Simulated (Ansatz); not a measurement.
# HgTe (Fm-3m) in Ansatz: settings compared, part 2 of 2

Ansatz 0.2.0. The steps go on from the part before.

## (3) Relaxation of cell and atoms, revPBE

Contents of input.yaml:

```yaml
crystal:
  lattice:
    - [0.0, 3.18, 3.18]
    - [3.18, 0.0, 3.18]
    - [3.18, 3.18, 0.0]
  atoms:
    - { symbol: Hg, position: [0.0, 0.0, 0.0] }
    - { symbol: Te, position: [0.5, 0.5, 0.5] }
hamiltonian:
  xc: revpbe
  pseudopotentials: { kind: paw }
kpoints:
  mp_grid: { grid: [7, 7, 7] }
scf:
  occupations: { method: fermi_dirac, width: 0.05 }
output:
  forces: true
  stress: true
  eigenvalues: true
relax:
  f_tol: 0.01
  max_steps: 40
  cell: { stress_tol: 0.05 }
```

Potentials or basis: Ansatz PAW.

Launch:

```
ansatz run input.yaml --threads 2 --pin off --max-ram 5632MiB --backend cpu --events-out ev --progress --plain --runs-dir out
```

Standard output:

```text
Warning: RAYON_NUM_THREADS=2 ignored (pool sized by the plan → 2); use --threads N
Engine: ansatz 0.2.0, aarch64-unknown-linux-gnu
Pseudopotentials: kind: paw
Pseudopotential: Hg, paw, valence charge 20, recommended cutoff 420 eV (normal), Hg.paw.azcp
Pseudopotential: Te, paw, valence charge 16, recommended cutoff 420 eV (normal), Te.paw.azcp
Functional definition: revPBE
  parameter kappa = 1.245
  parameter beta = 0.06672455060314922
  exchange = pbe_x(kappa = kappa, mu = beta*pi^2/3)
  correlation = pbe_c(beta = beta)
Crystal: 2 atoms, lattice volume = 64.315 Å³
Basis set: ecut = 420 eV, 1243 PW (Γ), exchange–correlation on 64×64×64 points (8 copies of the dense FFT grid, shifted against one another)
Bands: 22, of which v1, the nominal top of the filled ones, is band 18 counted from 1 (17 counted from 0)
Symmetry: 48 space group operations
Space group: Fm-3m (ITA 225), of the structure as read, at distance tolerance 4.0e-5 Å
k-points: 20 of 343
Non-local potential: Hg, projectors of the file, l = 0: 3, l = 1: 2, l = 2: 2, l = 3: 1
Non-local potential: Te, projectors of the file, l = 0: 2, l = 1: 2, l = 2: 2, l = 3: 2
PAW form: soft (Blöchl's): semilocal exchange-correlation on the pseudo side does not see the compensation charge
PAW frozen core: Hg, regenerated for the run's functional, and the local potential with it (the file was generated under x = pbe(κ = 0.804, μ = 0.2195149727645171), c = pbe(β = 0.06672455060314922))
PAW frozen core: Te, regenerated for the run's functional, and the local potential with it (the file was generated under x = pbe(κ = 0.804, μ = 0.2195149727645171), c = pbe(β = 0.06672455060314922))
PAW one-centre angular grid: Hg, 590 points (default); XC on 64 Gauss nodes
PAW one-centre angular grid: Te, 590 points (default); XC on 64 Gauss nodes
Initial density: superposition of atomic densities (neutral atoms: chi_scale 0, normalization atom), corrected by the library's trained network
Initial wavefunctions: pseudopotential atomic-orbital guess
Functional: x = revpbe(κ = 1.245, μ = 0.2195149727645171), c = pbe(β = 0.06672455060314922)
SCF iter   1: F=—  HF=-20810.100899 eV  |F-HF|=—  |Δ(HF+E_count)|=         —  Δρ=1.17e-3  dr2=5.48e-4  ethr=1.77e-3  ⟨swp⟩=6.2  Hψ=2066  notcnv=0
preconditioner: auto → Kerker (q_TF=auto, 2.477 Å⁻¹)  [metal: Δε(μ)=0.113 eV  Ē_g=9.956 eV  σ=0.050 eV  W_gap=0.46  n_scr=14 (ndim 8)  ℏωp=19.6 eV  f_vac=0.047  D(μ)=0.94/eV (n_scr^D=0)]
SCF iter   2: F=—  HF=-20810.101197 eV  |F-HF|=—  |Δ(HF+E_count)|=   2.98e-4  Δρ=6.26e-4  dr2=1.33e-4  ethr=1.52e-6  ⟨swp⟩=3.7  Hψ=1106  notcnv=0
SCF iter   3: F=—  HF=-20810.101325 eV  |F-HF|=—  |Δ(HF+E_count)|=   1.28e-4  Δρ=1.41e-4  dr2=5.61e-6  ethr=3.70e-7  ⟨swp⟩=2.0  Hψ=619  notcnv=0
[... 41 lines left out ...]
SCF converged after 6 iterations
Free energy (F): -20810.141215 eV
Harris-Foulkes:  -20810.141215 eV  (|F-HF|=1.09e-11)
Internal energy: -20810.134673 eV  (E = F + TS)
E sigma→0 (E₀):  -20810.137944 eV
Entropy (-TS):   -0.006542 eV (-3.271 meV/atom)
Fermi energy:    10.380147 eV
--- Per-component energies (eV) ---
  E_band       = -701.554097
  E_kinetic    = 782.375800
  E_local      = -4108.130239  (includes V_loc(G=0)·N_el)
  E_nonlocal   = -238.896209
  E_hartree    = 2024.138921
  E_xc         = -344.214803
  E_vxc        = -365.139988  (∫ρ·V_xc dr)
  E_paw        = -14623.117467  (= ΣΔE_a)
  E_vpaw       = -820.042071  (= ΣTr[D̂ρ^β])
  E_aug_tail   = 0.000784  (compensation charges beyond the density's cutoff)
  E_ewald      = -4302.221819
  E_core_change = -0.069639  (= ΣΔE_core)
  E_smearing   = -0.006542  (= −TS)
  E_closure    = 0.000000  (closes the sum)
  Σ components = -20810.141215   (vs F -20810.141215, Δ=0.00e0)
--- Forces (eV/Å), atoms counted from 1 ---
  atom   1  Hg    -0.00000000     0.00000000    -0.00000000
  atom   2  Te     0.00000000    -0.00000000    -0.00000000
  max |Σ_I F_I| component: 1.34e-29 eV/Å
--- Stress (GPa, compression-positive) ---
        0.012425      -0.000000      -0.000000
       -0.000000       0.012425      -0.000000
       -0.000000      -0.000000       0.012425
  P = ⅓ Tr σ = 0.0124 GPa (0.124 kbar)
--- Band table (eV; the first three rows and the last of 20) ---
  k-point 0: bands = ["-104.1709", "-52.6467", "-52.6467", "-52.6467", "-26.2432", "-26.2432", "-26.2432", "-26.2425", "-26.2425", "-1.3457", "3.8014", "3.8014", "3.8547", "3.8547", "3.8547", "9.2577", "9.6893", "9.6893", "9.6893", "18.0240", "18.0240", "18.0240"]
  k-point 1: bands = ["-104.1709", "-52.6468", "-52.6467", "-52.6467", "-26.2431", "-26.2431", "-26.2431", "-26.2424", "-26.2424", "-1.1874", "3.7449", "3.7449", "3.8354", "3.8780", "3.8780", "7.6053", "9.8305", "9.8305", "11.2544", "16.2417", "16.8410", "16.8410"]
  k-point 2: bands = ["-104.1709", "-52.6469", "-52.6468", "-52.6468", "-26.2430", "-26.2429", "-26.2429", "-26.2420", "-26.2420", "-0.7726", "3.6162", "3.6162", "3.7456", "3.9396", "3.9396", "6.0355", "10.1756", "10.1756", "12.5070", "14.7312", "15.4287", "15.4287"]
  k-point 19: bands = ["-104.1709", "-52.6469", "-52.6469", "-52.6468", "-26.2430", "-26.2425", "-26.2425", "-26.2419", "-26.2418", "-0.2902", "3.6227", "3.8031", "3.8820", "4.0482", "4.3388", "6.0130", "7.2037", "8.1468", "11.7186", "15.1930", "16.9099", "17.5377"]
--- Relaxed structure (3 steps of the walk, 3 accepted, 1 SCFs on fresh bases) ---
  F+E_penalty+E_count = -20810.14121474 eV   max|allowed force component| = 9.072e-30 eV/Å   (the final SCF, on the basis selected at the relaxed cell)
  cell:  # Å, volume = 59.5973 Å³
    - [-3.694144723849302e-34, 3.1002647043757827, 3.1002647043757827]
    - [3.1002647043757827, -1.1082434171547907e-33, 3.1002647043757827]
    - [3.1002647043757827, 3.1002647043757827, -2.8024546180925747e-34]
  atoms:
    - { symbol: Hg, position: [1.2617465568590145e-35, -1.1355719011729236e-35, -2.018794490977625e-35] }
    - { symbol: Te, position: [0.5, 0.5, 0.5] }
```

It took 4.4 s on 2 threads of Arm Neoverse V1, shared host; peak memory 0.34 GiB.

What came out:

| Property | Result |
| --- | --- |
| Free energy | -20810.1412 eV |
| Relaxed volume | 29.80 Å³/atom |
| Relaxed cell | a = 4.384 Å, b = 4.384 Å, c = 4.384 Å, α = 60.00°, β = 60.00°, γ = 60.00° |
| Space group after relaxing (to 0.05 Å) | Fm-3m (No. 225) |
| Energy gained by relaxing | 19.9 meV/atom |
| Ionic steps | 4 |
| Pressure after relaxing | 0.0 GPa |
| Band gap on the k mesh | none (metal or under the smearing width) |

Step by step:
| step | energy change (eV) | largest force (eV/Å) | volume (Å³) |
| --- | --- | --- | --- |
| 1 | 0.0000 | 0.0000 | 64.31 |
| 2 | -0.0408 | 0.0000 | 59.70 |
| 3 | -0.0408 | 0.0000 | 59.60 |
| 4 | -0.0399 | 0.0000 | 59.60 |

Final structure:
```yaml
crystal:
  lattice:
    - [0.00000, 3.10026, 3.10026]
    - [3.10026, 0.00000, 3.10026]
    - [3.10026, 3.10026, 0.00000]
  atoms:
    - { symbol: Hg, position: [0.00000, 0.00000, 0.00000] }
    - { symbol: Te, position: [0.50000, 0.50000, 0.50000] }
```

Caveat: the plane-wave basis is chosen anew once the cell has moved, so the energies of steps on either side of that aren't comparable; the PAW data sets come from PBE, with cores solved anew for the run's functional, which leaves a small shift of forces and pressure.

## (4) Relaxation of cell and atoms, BLYP

Changes to input.yaml since step 3:

```diff
@@ -9,3 +9,3 @@
 hamiltonian:
-  xc: revpbe
+  xc: blyp
   pseudopotentials: { kind: paw }
```

Launch:

```
ansatz run input.yaml --threads 2 --pin off --max-ram 5632MiB --backend cpu --events-out ev --progress --plain --runs-dir out
```

Run time: 3.1 s. Hardware: 2 threads of Arm Neoverse V1, shared host; peak memory 0.34 GiB.

Results (log left out):

- Free energy: -20838.0530 eV
- Relaxed volume: 31.95 Å³/atom
- Relaxed cell: a = 4.488 Å, b = 4.488 Å, c = 4.488 Å, α = 60.00°, β = 60.00°, γ = 60.00°
- Space group after relaxing (to 0.05 Å): Fm-3m (No. 225)
- Energy gained by relaxing: 0.1 meV/atom
- Ionic steps: 3
- Pressure after relaxing: 0.0 GPa
- Band gap on the k mesh: none (metal or under the smearing width)

The path:
```
step  energy change (eV)  largest force (eV/Å)  volume (Å³)
   1              0.0000                0.0000        64.31
   2             -0.0004                0.0000        63.91
   3             -0.0003                0.0000        63.91
```

Final structure:
```
Hg Te
1.0
     0.00000    3.17329    3.17329
     3.17329    0.00000    3.17329
     3.17329    3.17329    0.00000
Hg Te
1 1
Direct
  0.00000 0.00000 0.00000
  0.50000 0.50000 0.50000
```

Levels at points of the mesh, in eV from the Fermi level:
| k point | band 16 | band 17 | band 18 | band 19 | band 20 | band 21 |
| --- | --- | --- | --- | --- | --- | --- |
| (0.00, 0.00, 0.00) | -1.48 | -0.58 | -0.58 | -0.58 | 7.42 | 7.42 |

Caveat: the plane-wave basis is chosen anew once the cell has moved, so the energies of steps on either side of that aren't comparable; the PAW data sets come from PBE, with cores solved anew for the run's functional, which leaves a small shift of forces and pressure. The run has no spin-orbit coupling, so splittings on Hg, Te are missing.

## (5) Single point, PBE

Contents of input.yaml:

```yaml
crystal:
  lattice:
    - [0.0, 3.18, 3.18]
    - [3.18, 0.0, 3.18]
    - [3.18, 3.18, 0.0]
  atoms:
    - { symbol: Hg, position: [0.0, 0.0, 0.0] }
    - { symbol: Te, position: [0.5, 0.5, 0.5] }
hamiltonian:
  xc: pbe
  pseudopotentials: { kind: paw }
kpoints:
  mp_grid: { grid: [7, 7, 7] }
scf:
  occupations: { method: gaussian, width: 0.012 }
output:
  forces: true
  stress: true
  eigenvalues: true
  write_density: true
  write_potential: true
  elf: true
  volumetric_format: npy
```

Launch:

```
ansatz run input.yaml --threads 2 --pin off --max-ram 5632MiB --backend cpu --events-out ev --progress --plain --runs-dir out
```

It took 1.3 s on 2 threads of Arm Neoverse V1, shared host; peak memory 0.33 GiB.

Results (log left out):

```
Free energy            : -20793.3762 eV
Pressure               : -3.8 GPa
Band gap on the k mesh : none (metal or under the smearing width)
```

Levels at points of the mesh, in eV from the Fermi level:
```
           k point  band 16  band 17  band 18  band 19  band 20  band 21
(0.00, 0.00, 0.00)    -1.38    -0.56    -0.56    -0.56     7.45     7.45
```

## (6) Summary

```tsv
task	level	cell	smearing	gap on the mesh (eV)	pressure (GPa)	relaxed volume (Å³/atom)
relaxation of cell and atoms	RPBE	relaxed	fermi-dirac 0.05 eV	none	0.0	30.18
relaxation of cell and atoms	revPBE	relaxed	fermi-dirac 0.05 eV	none	0.0	29.80
relaxation of cell and atoms	BLYP	relaxed	fermi-dirac 0.05 eV	none	0.0	31.95
single point	PBE	as given	gaussian 0.012 eV	none	-3.8	-
```

Alike in all rows: potentials or basis Ansatz PAW; no spin polarisation; k mesh 7 × 7 × 7; cutoff (eV) 420.

Caveats: the plane-wave basis is chosen anew once the cell has moved, so the energies of steps on either side of that aren't comparable (some runs); the PAW data sets come from PBE, with cores solved anew for the run's functional, which leaves a small shift of forces and pressure (some runs).

Total energies depend on the potentials used, so only differences within one code and one set of settings carry meaning.
